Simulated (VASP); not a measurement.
# BN (Qingsongite): relaxation of cell and atoms with PBEsol

The system is BN (Qingsongite).

```xyz
2
Lattice="0.0000 1.8033 1.8033 1.8033 0.0000 1.8033 1.8033 1.8033 0.0000" Properties=species:S:1:pos:R:3 pbc="T T T"
B     0.0000    0.0000    0.0000
N     0.9017    0.9017    0.9017
```

| Quantity | Value |
| --- | --- |
| Program | VASP 6.6.1 |
| Task | relaxation of cell and atoms |
| Functional | PBEsol |
| Potentials or basis | VASP PAW PBE potentials, release 64 (B, N) |
| Cutoff | 600 eV |
| k mesh | 14 × 14 × 14 |
| Occupations | gaussian, width 0.03 eV |
| Spin | no spin polarisation |
| Further INCAR settings | ALGO = Normal; EDIFF = 1e-07; IBRION = 2; EDIFFG = -0.005; NSW = 90; ISIF = 3 |

```yaml
Pressure_after_relaxing: 0.0 GPa
Band_gap_on_the_k_mesh: 4.28 eV, indirect (least direct gap 8.79 eV)
```

Final structure:
```yaml
crystal:
  lattice:
    - [0.00000, 1.80332, 1.80332]
    - [1.80332, 0.00000, 1.80332]
    - [1.80332, 1.80332, 0.00000]
  atoms:
    - { symbol: B, position: [0.00000, 0.00000, 0.00000] }
    - { symbol: N, position: [0.25000, 0.25000, 0.25000] }
```

Levels at points of the mesh, in eV from the valence-band top:
```
           k point  band 1  band 2  band 3  band 4  band 5  band 6  band 7  band 8
(0.00, 0.00, 0.00)  -20.33    0.00    0.00    0.00    8.79    8.79    8.79   10.38
(0.50, 0.00, 0.00)  -16.03  -10.84   -1.96   -1.96   10.18   10.66   10.66   15.15
(0.50, 0.50, 0.00)  -14.64   -9.01   -4.97   -4.97    4.28    9.13   17.98   17.98
```

Run time: 16 s on 1 thread of Intel(R) Xeon(R) Platinum 8375C CPU @ 2.90GHz (Ice Lake), with other jobs on the host, peak memory 0.12 GiB.

Caveat: the relaxation stopped at its first step, so nothing moved; the PAW data sets were made with another functional, which shifts forces and pressure a little. Expect the measured gap to be larger: semilocal functionals such as PBEsol lack the derivative discontinuity.
